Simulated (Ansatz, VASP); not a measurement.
**One calculation of Nb, two programs**

```
CELL_PARAMETERS angstrom
0.00000 2.08642 2.08642
2.08642 0.00000 2.08642
2.08642 2.08642 0.00000
ATOMIC_POSITIONS crystal
Nb 0.00000 0.00000 0.00000
```

Change from the starting cell: volume scaled by 0.96, PAW files.

Alike in both runs: task electric field gradients; functional PBEsol; k mesh 13 × 13 × 13; occupations fermi-dirac, width 0.08 eV; no spin polarisation.

```csv
,VASP,Ansatz
version,VASP 6.6.1,Ansatz 0.2.0
potentials or method,"VASP PAW PBE potentials, release 64 (Nb_sv)","PAW with Ansatz's default frozen-core files, scalar-relativistic"
plane-wave cutoff (eV),520,420
valence electrons in the cell,13,13
```

```csv
,VASP,Ansatz,Ansatz less VASP
pressure (GPa),-0.3,0.0,+0.29
Vzz of the field gradient on the site that differs most (V/Å²),0.0,0.0,0.00
```

The functional is the same, so the differences come from potentials, cutoffs and numerics. Ansatz warned: «gradients_without_spin_orbit».

Caveats: the PAW data sets were made with another functional, which shifts forces and pressure a little (VASP).
